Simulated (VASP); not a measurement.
SiC in VASP 6.6.1, single-point calculation

INCAR

```
SIGMA = 0.3
PREC = Accurate
IBRION = -1
LREAL = .FALSE.
LASPH = .TRUE.
ENCUT = 520
NELM = 79
ISMEAR = -1
LWAVE = .FALSE.
EDIFF = 1E-7
NSW = 0
ISIF = 2
GGA = PE
LCHARG = .FALSE.
NBANDS = 16
```

KPOINTS

```
KPOINTS created by Atomic Simulation Environment
0
Gamma
6 6 3
0 0 0
```

POSCAR

```
Si C
 1.0000000000000000
     3.0341000000000000    0.0446000000000000   -0.0265000000000000
    -1.4784999999999999    2.6499999999999999    0.0297000000000000
    -0.0435000000000000    0.0312000000000000    5.1616000000000000
 Si  C
   2   2
Cartesian
 -0.0568799999999999  1.9956361399999998  0.0811662400000000
  1.2825566900000001  1.0550883400000000  2.5293696500000000
  0.2297857200000002  1.9099518999999998  1.9629021600000001
  1.4210916500000002  1.0668252599999999  4.4470878699999998
```

The recommended PBE PAW datasets give the neutral cell 16 valence electrons.

Command

```
mpirun -np 1 vasp_std
```

Q: Predict the outcome of this run.

A: It converged. Results: gap between bands v and c on the k mesh 1.24 eV; least direct gap on the k mesh 3.22 eV; pressure 22.5 GPa; largest force 17.77 eV/Å. Band v is the last that the valence electrons fill when counted band by band, and c is the next.

OSZICAR

```
N       E                     dE             d eps       ncg     rms          rms(c)
DAV:   1     0.301043705835E+02    0.30104E+02   -0.71404E+03  1792   0.893E+02
DAV:   2    -0.291274831979E+02   -0.59232E+02   -0.53787E+02  2536   0.162E+02
DAV:   3    -0.317974459936E+02   -0.26700E+01   -0.26591E+01  2376   0.321E+01
DAV:   4    -0.318169283440E+02   -0.19482E-01   -0.19480E-01  2272   0.339E+00
DAV:   5    -0.318171198420E+02   -0.19150E-03   -0.19149E-03  2424   0.318E-01    0.142E+01
DAV:   6    -0.270484673070E+02    0.47687E+01   -0.80476E+00  2280   0.186E+01    0.615E+00
DAV:   7    -0.269596576379E+02    0.88810E-01   -0.14708E+00  2576   0.743E+00    0.279E+00
DAV:   8    -0.269361131852E+02    0.23544E-01   -0.58233E-02  2232   0.169E+00    0.878E-01
DAV:   9    -0.269344620217E+02    0.16512E-02   -0.94512E-03  2536   0.720E-01    0.188E-01
DAV:  10    -0.269346978130E+02   -0.23579E-03   -0.12027E-03  2128   0.232E-01    0.948E-02
DAV:  11    -0.269347517164E+02   -0.53903E-04   -0.10796E-04  2296   0.777E-02    0.321E-02
DAV:  12    -0.269347532775E+02   -0.15612E-05   -0.16140E-05  2440   0.295E-02    0.143E-02
DAV:  13    -0.269347556808E+02   -0.24032E-05   -0.41630E-06  2040   0.145E-02    0.282E-03
DAV:  14    -0.269347557970E+02   -0.11623E-06   -0.20218E-07  2560   0.309E-03    0.197E-03
DAV:  15    -0.269347558032E+02   -0.62028E-08   -0.22391E-08  1272   0.107E-03
   1 F= -.26934756E+02 E0= -.26919055E+02  d E =-.314012E-01
```

Standard output (part)

```
POSCAR found type information on POSCAR SiC
 POSCAR found :  2 types and       4 ions
 LDA part: xc-table for (Slater+PW92), standard interpolation
 POSCAR, INCAR and KPOINTS ok, starting setup
 WAVECAR not read
 entering main loop
```

These settings aren't sound, so the numbers aren't properties of the crystal.

On sound settings PBE gives a gap of 1.19 eV on its mesh and a pressure of 22.4 GPa for the intended cell.
